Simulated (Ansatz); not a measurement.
These are results of DFT PBE, scalar-relativistic, plane waves, PAW, and for the lanthanide a 4f-in-core norm-conserving potential, in Ansatz, not measurements. All cells share a 770 eV cutoff and Γ-centred k meshes spaced at most about 0.3 Å⁻¹ (about 0.25 or finer for metals, 2π included). No spin polarisation.

Each guess is relaxed in cell and atoms at zero pressure, on a coarse mesh first where it starts far from rest and then on a converged one. The steps can't lower the symmetry of the start, but it can rise. Energies are static (0 K, no zero-point motion).

Two unrelaxed guesses for Er₃H:

Guess 1.

Space group Pm-3m (No. 221). a = 4.336 Å, b = 4.336 Å, c = 4.336 Å, α = 90.00°, β = 90.00°, γ = 90.00°
```tsv
atom	site	symmetry	x	y	z
Er	3c	4/mm.m	0.0000	0.5000	0.5000
H	1b	m-3m	0.5000	0.5000	0.5000
```

Guess 2.

Space group Pm-3m (No. 221). a = 4.644 Å, b = 4.644 Å, c = 4.644 Å, α = 90.00°, β = 90.00°, γ = 90.00°
| atom | site | symmetry | x | y | z |
| --- | --- | --- | --- | --- | --- |
| Er | 3c | 4/mm.m | 0.0000 | 0.5000 | 0.5000 |
| H | 1a | m-3m | 0.0000 | 0.0000 | 0.0000 |

Question: Do they relax into the same structure? If not, which is lower?

Answer: No. Guess 1 ends lower, by 0.37 eV/atom. Guess 1: Pm-3m at 20.4 Å³/atom → Pm-3m (anti-ReO3 type) at 26.8 Å³/atom; Guess 2: Pm-3m at 25.0 Å³/atom → Pm-3m (Cu3Au (L1_2) type) at 25.2 Å³/atom. Counting Er atoms around H (those within 1.25 times the shortest such distance or 1.15 times the sum of covalent radii, 1.27 where that leaves under three; the shortest distance is added where it exceeds 1.18 times the sum of covalent radii), the end of guess 1 has H 6 and the end of guess 2 has H 12 from 3.3 Å. End of guess 1. Conventional cell: a = 4.753 Å. Er has 2 H at 2.38 Å and 8 Er at 3.36 Å; H has 6 Er at 2.38 Å. End of guess 2. Conventional cell: a = 4.655 Å. Er is surrounded by 4 H at 3.29 Å and 8 Er at 3.29 Å; H is surrounded by 12 Er at 3.29 Å.

Ends held by symmetry can be saddle points. Neither end is the lowest form computed: that has space group P6_3/mmc (No. 194) and lies 87 meV/atom below the better end. Even the lowest of the cells shown lies +0.31 eV/atom against the elements. With hydrogen, zero-point motion can shift such differences by 10 meV/atom or more. Some candidate types were left out of the draw beforehand, so a known form may be missing.

The lanthanide is trivalent by construction, without f bands, f moments or other valences. The reference runs of the other elements, and any phases without the lanthanide, used 420 eV, which shifts energies against them by under 10 meV/atom. The lanthanide's reference is the lowest of its hcp, dhcp and fcc cells.
